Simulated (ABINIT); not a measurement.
Crystal: Al.

```
CELL_PARAMETERS angstrom
-1.59122 1.59122 1.59122
1.59122 -1.59122 1.59122
1.59122 1.59122 -1.59122
ATOMIC_POSITIONS crystal
Al 0.00000 0.00000 0.00000
```

This isn't the form of Al at room conditions, which is fcc.

* Program: ABINIT 10.8.3 (patched build)
* Task: relaxation of cell and atoms
* Functional: PBEsol
* Potentials or basis: PseudoDojo NC SR PBEsol v0.4.1 standard
* Cutoff: 544 eV
* k mesh: 9 × 9 × 9
* Occupations: fermi-dirac, width 0.05 eV
* Spin: no spin polarisation

At the start: pressure 2.2 GPa; volume 16.12 Å³/atom.

How do energy, volume and symmetry change on relaxing?

Over 4 steps the energy falls by 2.9 meV/atom and the volume is 16.56 Å³/atom (+2.7 %); space group Im-3m (No. 229, to 0.05 Å).

The path:
```csv
step,energy change (eV),largest force (eV/Å),pressure (GPa),volume (Å³)
1,0.0000,0.0000,2.16,16.12
2,-0.0013,0.0000,1.61,16.22
3,-0.0029,0.0000,0.05,16.55
4,-0.0029,0.0000,0.00,16.56
```

Final structure:
```
CELL_PARAMETERS angstrom
-1.60556 1.60556 1.60556
1.60556 -1.60556 1.60556
1.60556 1.60556 -1.60556
ATOMIC_POSITIONS crystal
Al 0.00000 0.00000 0.00000
```
